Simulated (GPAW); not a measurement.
Sb:

```
CELL_PARAMETERS angstrom
0.00000 2.37124 2.37124
2.37124 0.00000 2.37124
2.37124 2.37124 0.00000
ATOMIC_POSITIONS crystal
Sb 0.00000 0.00000 0.00000
```

This isn't the form of Sb at room conditions, which is rhombohedral.

```yaml
Program: GPAW 26.7.0
Task: single point
Functional: PBEsol
Potentials_or_basis: PAW data sets generated in the run's folder for this functional
Cutoff: 600 eV
Basis: pw
k_mesh: 10 × 10 × 10
Occupations: fermi-dirac, width 0.05 eV
Spin: no spin polarisation
```

On this cell: pressure -1.5 GPa; band gap on the k mesh none (metal or under the smearing width).

The same run follows on a disturbed copy (cell strained at random at fixed volume):

```xyz
1
Lattice="-0.0168 2.3807 2.4017 2.3698 0.0443 2.3405 2.4096 2.3595 0.0045" Properties=species:S:1:pos:R:3 pbc="T T T"
Sb    0.0053   -0.0427    0.0125
```

Task: What changes?

Result: The energy (extrapolated to zero smearing) moves by -2.1 meV/atom; pressure -1.7 GPa; band gap on the k mesh none (metal or under the smearing width).

Stress tensor (GPa, compression positive):
```
-1.54  0.42  0.18
 0.42 -1.51  0.12
 0.18  0.12 -1.92
```

The energy falls, though the first cell shows no forces: that form is unstable against this distortion, unless noise or another electronic state is at work.
